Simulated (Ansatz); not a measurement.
# C: one candidate of a structure search

The task: take a trial cell of C to zero force and stress.

Method: DFT PBE, scalar-relativistic, plane waves, PAW, in Ansatz 0.2.0.

## (1) The structure to begin with

The structure is orthorhombic, space group C222_1 (No. 20). The conventional cell has a = 3.973 Å, b = 4.302 Å, c = 2.345 Å, α = 90.00°, β = 90.00°, γ = 90.00°. C (site symmetry 1) is surrounded by 4 C at 1.49 to 1.59 Å.

As a file:

```
C
1.0
     1.98672   -2.15108    0.00000
     1.98672    2.15108    0.00000
     0.00000    0.00000    2.34462
C
4
Direct
  0.47265 0.15227 0.86544
  0.52735 0.84773 0.36544
  0.84773 0.52735 0.63456
  0.15227 0.47265 0.13456
```

A structure generator made this guess: 4-connected net of one element (C222_1, No. 20). The dimensions are guesses.

## (2) A first look at the guess

The input, input.yaml:

```yaml
crystal:
  lattice:
    - [1.98671836, -2.15107916, 0.0]
    - [1.98671836, 2.15107916, 0.0]
    - [0.0, 0.0, 2.34462493]
  atoms:
    - { symbol: C, position: [0.47264685, 0.15226831, 0.8654439] }
    - { symbol: C, position: [0.52735315, 0.84773169, 0.3654439] }
    - { symbol: C, position: [0.84773169, 0.52735315, 0.6345561] }
    - { symbol: C, position: [0.15226831, 0.47264685, 0.1345561] }
basis:
  ecutwfc: 420
kpoints:
  mp_grid: { grid: [6, 6, 8] }
hamiltonian:
  xc: pbe
scf:
  occupations: { method: gaussian, width: 0.1 }
  lower_state_search: "off"
output:
  forces: true
  stress: true
  eigenvalues: true
```

The run is started by

```sh
> ansatz run input.yaml --threads 1 --pin off --max-ram 2560MiB --backend cpu --events-out ev --progress --plain --runs-dir out
```

Standard output, cut to the lines that bear on the results:

```text
Warning: RAYON_NUM_THREADS=1 ignored (pool sized by the plan → 1); use --threads N
[...]
Pseudopotentials: kind: paw
Pseudopotential: C, paw, valence charge 4, recommended cutoff 420 eV (normal), C.paw.azcp
Functional definition: PBE
[...]
Crystal: 4 atoms, lattice volume = 20.040 Å³
Basis set: ecut = 420 eV, 387 PW (Γ), exchange–correlation on 40×40×32 points (8 copies of the dense FFT grid, shifted against one another)
Bands: 12, of which v1, the nominal top of the filled ones, is band 8 counted from 1 (7 counted from 0)
Symmetry: 4 space group operations
Space group: C2221 (ITA 20), of the structure as read, at distance tolerance 2.7e-5 Å
k-points: 65 of 288 (time reversal used)
[...]
SCF iter   1: F=—  HF=-997.583181 eV  |F-HF|=—  |Δ(HF+E_count)|=         —  Δρ=1.69e-2  dr2=2.20e-2  ethr=1.77e-3  ⟨swp⟩=5.6  Hψ=4700  notcnv=0
[...]
SCF iter   6: F=-997.579151 eV  HF=-997.579151 eV  |F-HF|=3.19e-10  |Δ(HF+E_count)|=   1.36e-8  Δρ=1.99e-6  dr2=2.57e-10  ethr=6.84e-11  ⟨swp⟩=1.8  Hψ=2612  notcnv=0
[...]
SCF converged after 6 iterations
Free energy (F): -997.579151 eV
[...]
E sigma→0 (E₀):  -997.579151 eV
Fermi energy:    16.946236 eV
[...]
--- Forces (eV/Å), atoms counted from 1 ---
  atom   1  C      0.64110052    -2.35038973     0.43364986
  atom   2  C     -0.64110052     2.35038973     0.43364986
  atom   3  C     -0.64110052    -2.35038973    -0.43364986
  atom   4  C      0.64110052     2.35038973    -0.43364986
[...]
--- Stress (GPa, compression-positive) ---
       88.547034       0.000000      -0.000000
        0.000000      62.057424       0.000000
       -0.000000       0.000000      89.804648
  P = ⅓ Tr σ = 80.1364 GPa (801.364 kbar)
--- Band table (eV; the first three rows and the last of 65) ---
  k-point 0: bands = ["-7.7312", "3.7888", "5.0332", "5.9614", "8.3255", "11.7334", "12.2021", "14.7748", "21.5021", "21.8645", "24.2766", "26.3676"]
[...]
```

Run time: 1.5 s. Hardware: 1 thread of Arm Neoverse V1, shared host; peak memory 0.26 GiB.

The probe gives pressure 80.1 GPa, largest force 2.47 eV/Å, gap on this mesh 0.68 eV. A guess like this is first relaxed loosely on the coarse mesh.

## (3) Rough relaxation on the coarse mesh

Changes to input.yaml since step 2:

```diff
@@ -23 +23,6 @@
   eigenvalues: true
+relax:
+  adjacent_minimum: "off"
+  f_tol: 0.04
+  max_steps: 70
+  cell: { stress_tol: 0.4 }
```

The run is started by

```sh
> ansatz run input.yaml --threads 1 --pin off --max-ram 2560MiB --backend cpu --events-out ev --progress --plain --runs-dir out
```

Standard output:

```text
Warning: RAYON_NUM_THREADS=1 ignored (pool sized by the plan → 1); use --threads N
Engine: ansatz 0.2.0, aarch64-unknown-linux-gnu
Pseudopotentials: kind: paw
Pseudopotential: C, paw, valence charge 4, recommended cutoff 420 eV (normal), C.paw.azcp
Functional definition: PBE
  parameter kappa = 0.804
  parameter beta = 0.06672455060314922
  exchange = pbe_x(kappa = kappa, mu = beta*pi^2/3)
  correlation = pbe_c(beta = beta)
Crystal: 4 atoms, lattice volume = 20.040 Å³
Basis set: ecut = 420 eV, 387 PW (Γ), exchange–correlation on 40×40×32 points (8 copies of the dense FFT grid, shifted against one another)
Bands: 12, of which v1, the nominal top of the filled ones, is band 8 counted from 1 (7 counted from 0)
Symmetry: 4 space group operations
Space group: C2221 (ITA 20), of the structure as read, at distance tolerance 2.7e-5 Å
k-points: 65 of 288 (time reversal used)
Non-local potential: C, projectors of the file, l = 0: 2, l = 1: 2, l = 2: 1
PAW form: soft (Blöchl's): semilocal exchange-correlation on the pseudo side does not see the compensation charge
PAW one-centre angular grid: C, 110 points (default); XC on 64 Gauss nodes
Initial density: superposition of atomic densities (neutral atoms: chi_scale 0, normalization atom), corrected by the library's trained network
Initial wavefunctions: pseudopotential atomic-orbital guess
Functional: x = pbe(κ = 0.804, μ = 0.2195149727645171), c = pbe(β = 0.06672455060314922)
SCF iter   1: F=—  HF=-997.583181 eV  |F-HF|=—  |Δ(HF+E_count)|=         —  Δρ=1.69e-2  dr2=2.20e-2  ethr=1.77e-3  ⟨swp⟩=5.6  Hψ=4694  notcnv=0
preconditioner: auto → none  [insulator: Δε(μ)=0.715 eV  Ē_g=16.526 eV  σ=0.100 eV  W_gap=1.00  n_scr=4 (ndim 8)  ℏωp=33.2 eV  f_vac=0.000  D(μ)=0.00/eV (n_scr^D=0)  ε∞_Penn≈5.0]
SCF iter   2: F=—  HF=-997.579407 eV  |F-HF|=—  |Δ(HF+E_count)|=   3.77e-3  Δρ=7.80e-3  dr2=4.16e-3  ethr=1.38e-4  ⟨swp⟩=1.0  Hψ=1300  notcnv=0
SCF iter   3: F=—  HF=-997.579138 eV  |F-HF|=—  |Δ(HF+E_count)|=   2.69e-4  Δρ=6.23e-4  dr2=2.59e-5  ethr=2.60e-5  ⟨swp⟩=2.0  Hψ=1297  notcnv=0
SCF iter   4: F=—  HF=-997.579151 eV  |F-HF|=—  |Δ(HF+E_count)|=   1.29e-5  Δρ=1.04e-4  dr2=1.24e-6  ethr=1.62e-7  ⟨swp⟩=2.7  Hψ=1288  notcnv=0
iter 5 did not close the SCF: its close was put off for the readings that it lacked (scf_convergence_deferred on its scf_iter line)
SCF iter   5: F=-997.579151 eV  HF=-997.579151 eV  |F-HF|=1.26e-8  |Δ(HF+E_count)|=   2.85e-8  Δρ=1.37e-5  dr2=1.09e-8  ethr=7.77e-9  ⟨swp⟩=2.5  Hψ=1268  notcnv=0
SCF iter   6: F=-997.579151 eV  HF=-997.579151 eV  |F-HF|=3.19e-10  |Δ(HF+E_count)|=   1.36e-8  Δρ=1.99e-6  dr2=2.57e-10  ethr=6.84e-11  ⟨swp⟩=1.8  Hψ=2603  notcnv=0
SCF 1 converged in 6 iterations: F = -997.579151 eV  dr2 = 2.57e-10
relax step   1: F+E_penalty+E_count = -997.57915064 eV  Δ(F+E_penalty+E_count) = +0.000e0 eV  max|allowed force component| = 2.350e0 eV/Å  Δτ_max = 0.0000 Å  P = +80.136 GPa  Ω = 20.040 Å³  (6 SCF iters, dr2 threshold 1.00e-7 eV, accepted)
Crystal: 4 atoms, lattice volume = 21.696 Å³
Basis set: ecut = 420 eV, 413 PW (Γ), exchange–correlation on 40×40×32 points (8 copies of the dense FFT grid, shifted against one another)
Initial density: handed on by an earlier stage of this run
Initial wavefunctions: those handed on with the density
iter 1 solved again at ethr=4.51e-4 eV; its pass at ethr=3.10e-3 eV (dr2=7.21e-2 eV) is discarded
SCF iter   1: F=—  HF=-998.476493 eV  |F-HF|=—  |Δ(HF+E_count)|=         —  Δρ=2.20e-2  dr2=7.16e-2  ethr=4.51e-4  ⟨swp⟩=1.0  Hψ=6603  notcnv=0
preconditioner: auto → none  [insulator: Δε(μ)=0.733 eV  Ē_g=15.803 eV  σ=0.100 eV  W_gap=1.00  n_scr=4 (ndim 8)  ℏωp=31.9 eV  f_vac=0.000  D(μ)=0.00/eV (n_scr^D=0)  ε∞_Penn≈5.1]
SCF iter   2: F=—  HF=-998.459961 eV  |F-HF|=—  |Δ(HF+E_count)|=   1.65e-2  Δρ=9.26e-3  dr2=1.17e-2  ethr=4.48e-4  ⟨swp⟩=2.9  Hψ=1356  notcnv=0
SCF iter   3: F=—  HF=-998.458169 eV  |F-HF|=—  |Δ(HF+E_count)|=   1.79e-3  Δρ=8.81e-4  dr2=6.15e-5  ethr=7.33e-5  ⟨swp⟩=2.1  Hψ=1308  notcnv=0
SCF iter   4: F=—  HF=-998.458239 eV  |F-HF|=—  |Δ(HF+E_count)|=   7.00e-5  Δρ=1.60e-4  dr2=3.20e-6  ethr=3.85e-7  ⟨swp⟩=2.8  Hψ=1331  notcnv=0
iter 5 did not close the SCF: its close was put off for the readings that it lacked (scf_convergence_deferred on its scf_iter line)
SCF iter   5: F=-998.458240 eV  HF=-998.458240 eV  |F-HF|=3.50e-8  |Δ(HF+E_count)|=   7.94e-7  Δρ=2.11e-5  dr2=3.03e-8  ethr=2.00e-8  ⟨swp⟩=2.2  Hψ=1226  notcnv=0
SCF iter   6: F=-998.458240 eV  HF=-998.458240 eV  |F-HF|=8.25e-10  |Δ(HF+E_count)|=   4.10e-8  Δρ=3.36e-6  dr2=6.59e-10  ethr=1.90e-10  ⟨swp⟩=2.2  Hψ=2659  notcnv=0
SCF 2 converged in 6 iterations: F = -998.458240 eV  dr2 = 6.59e-10
relax step   2: F+E_penalty+E_count = -998.45824004 eV  Δ(F+E_penalty+E_count) = -8.791e-1 eV  max|allowed force component| = 1.578e0 eV/Å  Δτ_max = 0.0374 Å  P = +34.247 GPa  Ω = 21.696 Å³  energy of the carried Pulay correction = -8.879e-3 eV  (6 SCF iters, dr2 threshold 4.00e-7 eV, accepted)
Crystal: 4 atoms, lattice volume = 23.254 Å³
Basis set: ecut = 420 eV, 457 PW (Γ), exchange–correlation on 40×40×32 points (8 copies of the dense FFT grid, shifted against one another)
iter 1 solved again at ethr=3.72e-4 eV; its pass at ethr=3.10e-3 eV (dr2=5.95e-2 eV) is discarded
SCF iter   1: F=—  HF=-998.779376 eV  |F-HF|=—  |Δ(HF+E_count)|=         —  Δρ=1.96e-2  dr2=5.92e-2  ethr=3.72e-4  ⟨swp⟩=1.0  Hψ=6590  notcnv=0
preconditioner: auto → none  [insulator: Δε(μ)=0.932 eV  Ē_g=15.092 eV  σ=0.100 eV  W_gap=1.00  n_scr=4 (ndim 8)  ℏωp=30.8 eV  f_vac=0.000  D(μ)=0.00/eV (n_scr^D=0)  ε∞_Penn≈5.2]
SCF iter   2: F=—  HF=-998.766188 eV  |F-HF|=—  |Δ(HF+E_count)|=   1.32e-2  Δρ=8.28e-3  dr2=9.53e-3  ethr=3.70e-4  ⟨swp⟩=2.6  Hψ=1160  notcnv=0
SCF iter   3: F=—  HF=-998.765051 eV  |F-HF|=—  |Δ(HF+E_count)|=   1.14e-3  Δρ=8.72e-4  dr2=6.83e-5  ethr=5.96e-5  ⟨swp⟩=2.0  Hψ=1300  notcnv=0
SCF iter   4: F=—  HF=-998.765098 eV  |F-HF|=—  |Δ(HF+E_count)|=   4.71e-5  Δρ=1.62e-4  dr2=3.10e-6  ethr=4.27e-7  ⟨swp⟩=2.6  Hψ=1296  notcnv=0
iter 5 did not close the SCF: its close was put off for the readings that it lacked (scf_convergence_deferred on its scf_iter line)
SCF iter   5: F=-998.765099 eV  HF=-998.765099 eV  |F-HF|=4.55e-8  |Δ(HF+E_count)|=   1.24e-6  Δρ=2.23e-5  dr2=4.02e-8  ethr=1.93e-8  ⟨swp⟩=2.3  Hψ=1253  notcnv=0
SCF iter   6: F=-998.765099 eV  HF=-998.765099 eV  |F-HF|=1.03e-9  |Δ(HF+E_count)|=   5.21e-8  Δρ=3.37e-6  dr2=7.43e-10  ethr=2.51e-10  ⟨swp⟩=1.8  Hψ=2433  notcnv=0
SCF 3 converged in 6 iterations: F = -998.765099 eV  dr2 = 7.43e-10
relax step   3: F+E_penalty+E_count = -998.76509930 eV  Δ(F+E_penalty+E_count) = -3.069e-1 eV  max|allowed force component| = 6.065e-1 eV/Å  Δτ_max = 0.0434 Å  P = +2.942 GPa  Ω = 23.254 Å³  energy of the carried Pulay correction = -1.662e-2 eV  (6 SCF iters, dr2 threshold 4.00e-7 eV, accepted)
[... 13 lines left out ...]
relax step   4: F+E_penalty+E_count = -998.52399927 eV  Δ(F+E_penalty+E_count) = +2.411e-1 eV  max|allowed force component| = 1.083e0 eV/Å  Δτ_max = 0.0847 Å  P = +0.754 GPa  Ω = 23.429 Å³  energy of the carried Pulay correction = -1.745e-2 eV  (6 SCF iters, dr2 threshold 4.00e-7 eV, rejected (line search))
[... 11 lines left out ...]
relax step   5: F+E_penalty+E_count = -998.79250035 eV  Δ(F+E_penalty+E_count) = -2.740e-2 eV  max|allowed force component| = 5.798e-2 eV/Å  Δτ_max = 0.0215 Å  P = -0.172 GPa  Ω = 23.524 Å³  energy of the carried Pulay correction = -1.791e-2 eV  (6 SCF iters, accepted)
[... 12 lines left out ...]
relax step   6: F+E_penalty+E_count = -998.79434191 eV  Δ(F+E_penalty+E_count) = -1.842e-3 eV  max|allowed force component| = 2.123e-2 eV/Å  Δτ_max = 0.0048 Å  P = +0.290 GPa  Ω = 23.467 Å³  energy of the carried Pulay correction = -1.763e-2 eV  (6 SCF iters, dr2 threshold 4.00e-7 eV, accepted)
[... 13 lines left out ...]
relax step   7: F+E_penalty+E_count = -998.79436846 eV  Δ(F+E_penalty+E_count) = -2.655e-5 eV  max|allowed force component| = 9.352e-3 eV/Å  Δτ_max = 0.0025 Å  P = +0.002 GPa  Ω = 23.484 Å³  energy of the carried Pulay correction = -1.771e-2 eV  (6 SCF iters, dr2 threshold 4.00e-7 eV, accepted)
[... 12 lines left out ...]
relax step   8: F+E_penalty+E_count = -998.84132446 eV  Δ(F+E_penalty+E_count) = -4.696e-2 eV  max|allowed force component| = 1.314e-2 eV/Å  Δτ_max = 0.0000 Å  P = +2.599 GPa  Ω = 23.484 Å³  stress off target by 3.94e0 GPa  SCF on the basis re-selected at this cell (its energy is not comparable with the rows above)  (6 SCF iters)
[... 14 lines left out ...]
relax step   9: F+E_penalty+E_count = -998.84208074 eV  Δ(F+E_penalty+E_count) = -7.563e-4 eV  max|allowed force component| = 4.684e-4 eV/Å  Δτ_max = 0.0028 Å  P = -0.041 GPa  Ω = 23.655 Å³  energy of the carried Pulay correction = -1.083e-3 eV  (6 SCF iters, dr2 threshold 4.00e-7 eV, accepted)
iter 1 solved again at ethr=4.92e-8 eV; its pass at ethr=3.10e-3 eV (dr2=7.87e-6 eV) is discarded
SCF iter   1: F=—  HF=-998.843117 eV  |F-HF|=—  |Δ(HF+E_count)|=         —  Δρ=6.44e-5  dr2=1.34e-7  ethr=4.92e-8  ⟨swp⟩=3.1  Hψ=6553  notcnv=0
preconditioner: auto → none  [insulator: Δε(μ)=1.077 eV  Ē_g=14.885 eV  σ=0.100 eV  W_gap=1.00  n_scr=4 (ndim 8)  ℏωp=30.5 eV  f_vac=0.000  D(μ)=0.00/eV (n_scr^D=0)  ε∞_Penn≈5.2]
SCF iter   2: F=—  HF=-998.843115 eV  |F-HF|=—  |Δ(HF+E_count)|=   2.41e-6  Δρ=3.22e-5  dr2=3.04e-8  ethr=8.37e-10  ⟨swp⟩=2.4  Hψ=1257  notcnv=0
iter 3 did not close the SCF: its close was put off for the readings that it lacked (scf_convergence_deferred on its scf_iter line)
SCF iter   3: F=-998.843115 eV  HF=-998.843115 eV  |F-HF|=2.66e-10  |Δ(HF+E_count)|=   1.05e-7  Δρ=1.76e-6  dr2=1.49e-10  ethr=1.90e-10  ⟨swp⟩=2.1  Hψ=1285  notcnv=0
iter 4 did not close the SCF: its close was put off for the readings that it lacked (scf_convergence_deferred on its scf_iter line)
SCF iter   4: F=-998.843115 eV  HF=-998.843115 eV  |F-HF|=6.37e-12  |Δ(HF+E_count)|=  2.89e-10  Δρ=2.18e-7  dr2=1.15e-11  ethr=1.00e-12  ⟨swp⟩=2.0  Hψ=1279  notcnv=0
iter 5 did not close the SCF: its close was put off for the readings that it lacked (scf_convergence_deferred on its scf_iter line)
SCF iter   5: F=-998.843115 eV  HF=-998.843115 eV  |F-HF|=2.27e-13  |Δ(HF+E_count)|=  2.50e-12  Δρ=3.94e-8  dr2=9.70e-14  ethr=1.00e-12  ⟨swp⟩=1.0  Hψ=780  notcnv=0
iter 6 did not close the SCF: its close was put off for the readings that it lacked (scf_convergence_deferred on its scf_iter line)
SCF iter   6: F=-998.843115 eV  HF=-998.843115 eV  |F-HF|=3.41e-13  |Δ(HF+E_count)|=  1.14e-13  Δρ=6.94e-9  dr2=4.10e-15  ethr=1.00e-12  ⟨swp⟩=1.0  Hψ=780  notcnv=0
SCF iter   7: F=-998.843115 eV  HF=-998.843115 eV  |F-HF|=3.41e-13  |Δ(HF+E_count)|=  1.14e-13  Δρ=1.97e-9  dr2=9.05e-16  ethr=1.00e-12  ⟨swp⟩=1.0  Hψ=1823  notcnv=0
SCF 10 converged in 7 iterations: F = -998.843115 eV  dr2 = 9.05e-16
relax step  10: F+E_penalty+E_count = -998.84311486 eV  Δ(F+E_penalty+E_count) = -1.034e-3 eV  max|allowed force component| = 2.811e-4 eV/Å  Δτ_max = 0.0000 Å  P = -0.012 GPa  Ω = 23.655 Å³  stress off target by 1.61e-1 GPa  SCF on the basis re-selected at this cell (its energy is not comparable with the rows above)  (7 SCF iters)
basis re-selected at this cell: Δ(F+E_penalty+E_count) = -1.034e-3 eV, ΔP = +0.030 GPa vs the last step (what re-selecting the basis moved, of the pressure what is left beyond the Pulay correction that the steps carried, after the strain that the cell walked since its last selection, with what the two solves' SCF thresholds leave and, on support functions, any second-order correction that the steps lacked; it is no measure of the basis error at this ecutwfc). This SCF's stress stands 1.61e-1 GPa from its target on what of the cell is left free (relax.cell.stress_tol is 4.00e-1 GPa) and its largest allowed force component is 2.81e-4 eV/Å (relax.f_tol is 4.00e-2 eV/Å): within both
SCF converged after 7 iterations
Free energy (F): -998.843115 eV
Harris-Foulkes:  -998.843115 eV  (|F-HF|=3.41e-13)
Internal energy: -998.843115 eV  (E = F + TS)
E sigma→0 (E₀):  -998.843115 eV
Fermi energy:    14.220859 eV
--- Per-component energies (eV) ---
  E_band       = 65.485291
  E_kinetic    = 361.210090
  E_local      = -248.924746  (includes V_loc(G=0)·N_el)
  E_nonlocal   = 106.857899
  E_hartree    = 55.437053
  E_xc         = -192.906538
  E_vxc        = -239.380412  (∫ρ·V_xc dr)
  E_paw        = -395.708072  (= ΣΔE_a)
  E_vpaw       = -25.151670  (= ΣTr[D̂ρ^β])
  E_aug_tail   = 0.000024  (compensation charges beyond the density's cutoff)
  E_ewald      = -684.808825
  E_smearing   = -0.000000  (= −TS)
  E_closure    = -0.000000  (closes the sum)
  Σ components = -998.843115   (vs F -998.843115, Δ=0.00e0)
--- Forces (eV/Å), atoms counted from 1 ---
  atom   1  C      0.00006712    -0.00025115    -0.00028109
  atom   2  C     -0.00006712     0.00025115    -0.00028109
  atom   3  C     -0.00006712    -0.00025115     0.00028109
  atom   4  C      0.00006712     0.00025115     0.00028109
  max |Σ_I F_I| component: 3.05e-16 eV/Å
--- Stress (GPa, compression-positive) ---
        0.160949       0.000000      -0.000000
        0.000000      -0.047691      -0.000000
       -0.000000      -0.000000      -0.148045
  P = ⅓ Tr σ = -0.0116 GPa (-0.116 kbar)
--- Band table (eV; the first three rows and the last of 65) ---
  k-point 0: bands = ["-8.5313", "0.7075", "3.4904", "3.5017", "6.8017", "9.1670", "9.1724", "13.1468", "17.1376", "17.1605", "20.8379", "22.2401"]
  k-point 1: bands = ["-8.2235", "0.9441", "3.3283", "3.8528", "6.5975", "7.0276", "10.2089", "12.8963", "16.7905", "17.8060", "19.2363", "22.4957"]
  k-point 2: bands = ["-7.3036", "1.6464", "1.7255", "4.5978", "5.5916", "7.5968", "9.1065", "11.9793", "16.4526", "16.8121", "18.5376", "20.9874"]
  k-point 64: bands = ["0.5858", "0.5858", "0.8684", "0.8684", "2.1967", "2.1967", "7.9209", "7.9209", "20.5744", "20.5744", "20.7152", "20.7152"]
--- Relaxed structure (8 steps of the walk, 7 accepted, 2 SCFs on fresh bases) ---
  F+E_penalty+E_count = -998.84311486 eV   max|allowed force component| = 2.811e-4 eV/Å   (the final SCF, on the basis selected at the relaxed cell)
  cell:  # Å, volume = 23.6551 Å³
    - [2.1957115593688257, -2.1966840077731145, -8.009238944284766e-18]
    - [2.1957115593688257, 2.1966840077731145, 8.009238944284773e-18]
    - [2.8261644430127744e-33, 8.729879238426984e-18, 2.452180258228284]
  atoms:
    - { symbol: C, position: [0.5000166415873305, 0.14581642450667828, 0.8749143861723719] }
    - { symbol: C, position: [0.49998335841266955, 0.8541835754933218, 0.37491438617237194] }
    - { symbol: C, position: [0.8541835754933218, 0.49998335841266955, 0.6250856138276283] }
    - { symbol: C, position: [0.14581642450667828, 0.5000166415873305, 0.12508561382762817] }
```

Wall time 21 s (1 thread of Arm Neoverse V1, shared host); peak memory 0.29 GiB.

Step by step:

```csv
step,E - E(step 1) (eV/cell),largest force component (eV/Å),pressure (GPa),volume (Å³)
1,0.0000,2.3504,80.14,20.04
2,-0.8791,1.5777,34.25,21.70
3,-1.1859,0.6065,2.94,23.25
4,-0.9448,1.0826,0.75,23.43
5,-1.2133,0.0580,-0.17,23.52
6,-1.2152,0.0212,0.29,23.47
7,-1.2152,0.0094,0.00,23.48
8,-1.2622,0.0131,2.60,23.48
9,-1.2629,0.0005,-0.04,23.66
10,-1.2640,0.0003,-0.01,23.66
```

Step 1 is the start. Steps 8, 10 each repeat the geometry before them on a plane-wave basis chosen anew, so the energy can jump there without any move. Step 4 was tried and not accepted.

Lengths and angles in the start's conventional setting:

|  | before | after | change |
| --- | --- | --- | --- |
| a (Å) | 3.973 | 4.391 | +10.5 % |
| b (Å) | 4.302 | 4.393 | +2.1 % |
| c (Å) | 2.345 | 2.452 | +4.6 % |
| volume (Å³/atom) | 5.01 | 5.91 | +18.0 % |
| shortest distance (Å) | 1.489 | 1.524 | +2.4 % |
| space group (0.01 Å) | C222_1 | P4_322 | changed |

Forces and stress were held to the start's 4 operations: a distortion of lower symmetry was not tested.

[end of part 1 of 2]
